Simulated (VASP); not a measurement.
From an Ansatz input to VASP: LiCl (strained wurtzite)

Ansatz input

```yaml
crystal:
  lattice:
    - [3.9915386862, 0.0, 0.0]
    - [-1.9957693431, 3.4567739024, 0.0]
    - [0.0, 0.0, 6.3800688566]
  atoms:
    - { symbol: Li, position: [0.3333333333, 0.6666666667, -0.0031270717] }
    - { symbol: Li, position: [0.6666666667, 0.3333333333, 0.4968729283] }
    - { symbol: Cl, position: [0.3333333333, 0.6666666667, 0.3781270717] }
    - { symbol: Cl, position: [0.6666666667, 0.3333333333, 0.8781270717] }
kpoints:
  mp_grid: { grid: [12, 12, 4] }
  band_path:
    path:
      - [0.0, 0.0, 0.0]
      - [0.5, 0.0, 0.0]
      - [0.3333333333, 0.3333333333, 0.0]
      - [0.0, 0.0, 0.5]
      - [0.5, 0.0, 0.5]
      - [0.3333333333, 0.3333333333, 0.5]
    npoints: 1
hamiltonian:
  xc: pbe
scf:
  occupations: { method: fermi_dirac, width: 0.02 }
  n_extra_bands: 5
output:
  forces: true
  stress: true
  eigenvalues: true
  write_density: true
  write_potential: true
  elf: true
  volumetric_format: npy
```

Question: Translate this input to VASP.

Answer: 

INCAR

```
NBANDS = 18
NSW = 0
LCHARG = .FALSE.
NELM = 120
LREAL = .FALSE.
LASPH = .TRUE.
EDIFF = 1E-7
ENCUT = 520
PREC = Accurate
GGA = PE
ISMEAR = -1
LWAVE = .FALSE.
IBRION = -1
SIGMA = 0.02
ISIF = 2
```

KPOINTS

```
KPOINTS created by Atomic Simulation Environment
0
Gamma
12 12 4
0 0 0
```

KPOINTS_OPT

```
special points
6
Reciprocal
0.0000000000 0.0000000000 0.0000000000 1
0.5000000000 0.0000000000 0.0000000000 1
0.3333333333 0.3333333333 0.0000000000 1
0.0000000000 0.0000000000 0.5000000000 1
0.5000000000 0.0000000000 0.5000000000 1
0.3333333333 0.3333333333 0.5000000000 1
```

POSCAR

```
Li Cl
 1.0000000000000000
     3.9915386861783131    0.0000000000000000    0.0000000000000000
    -1.9957693430891565    3.4567739024187816    0.0000000000000000
     0.0000000000000000    0.0000000000000000    6.3800688566000003
 Li  Cl
   2   2
Cartesian
 -0.0000000000000000  2.3045159349458544 -0.0199509327655252
  1.9957693430891563  1.1522579674729272  3.1700834955344752
 -0.0000000000000000  2.3045159349458544  2.4124767539905254
  1.9957693430891563  1.1522579674729272  5.6025111822905256
```

VASP ran with the recommended PBE PAW datasets (20 valence electrons in the cell). Other inputs would serve too.

|  | Ansatz | VASP |
| --- | --- | --- |
| gap between bands v and c | 5.78 eV | 5.78 eV |
| least direct gap | 5.78 eV | 5.78 eV |
| pressure | -1.0 GPa | -1.1 GPa |

Datasets and cutoffs are each program's own. VASP's cell holds 20 valence electrons and Ansatz's 20. Ansatz's stress includes a Pulay correction; VASP's doesn't.
